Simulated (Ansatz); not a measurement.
We consider tetradymite Sb₂Te₃, described by PBE-D3(BJ) (plane waves, PAW; Ansatz, a first-principles code).

Numerical settings: plane-wave cutoff 520 eV, 10×10×10 k mesh, scalar-relativistic PAW data made under PBE.

Cell (relaxed at this level):

Sb₂Te₃ has the trigonal space group R-3m, hexagonal axes (No. 166), Pearson symbol hR5. Cell: a = 4.2754 Å, b = 4.2754 Å, c = 29.8324 Å, α = 90.00°, β = 90.00°, γ = 120.00°. Sb on 6c is coordinated by 6 Te at 3.005–3.152 Å (octahedral). Te1 on 3a has 6 Sb at 3.152 Å (octahedral). Te2 on 6c is surrounded by 3 Sb at 3.005 Å (trigonal pyramidal). (Neighbours: up to the widest gap in distance over summed covalent radii, below 1.35, at either atom.)
(The calculation used a cell of 5 atoms; values per cell refer to that cell.)

Question: What does this level give for the Poisson ratio, elastic constant C66, Voigt–Reuss–Hill bulk modulus, elastic constant C44, polycrystal shear modulus (Hill average), elastic constant C11, elastic constant C12, elastic constant C13 and elastic constant C33?

Answer: 
* **Poisson ratio**: 0.235
* **elastic constant C66**: 30.9 GPa
* **Voigt–Reuss–Hill bulk modulus**: 40.4 GPa
* **elastic constant C44**: 38.1 GPa
* **polycrystal shear modulus (Hill average)**: 26.0 GPa
* **elastic constant C11**: 81.5 GPa
* **elastic constant C12**: 19.6 GPa
* **elastic constant C13**: 28.1 GPa
* **elastic constant C33**: 53.1 GPa

Note: the dispersion coefficients are held fixed in the derivatives.

Elastic constants are with the ions relaxed.

Spin–orbit coupling is not included.

Computed values are for the static lattice.
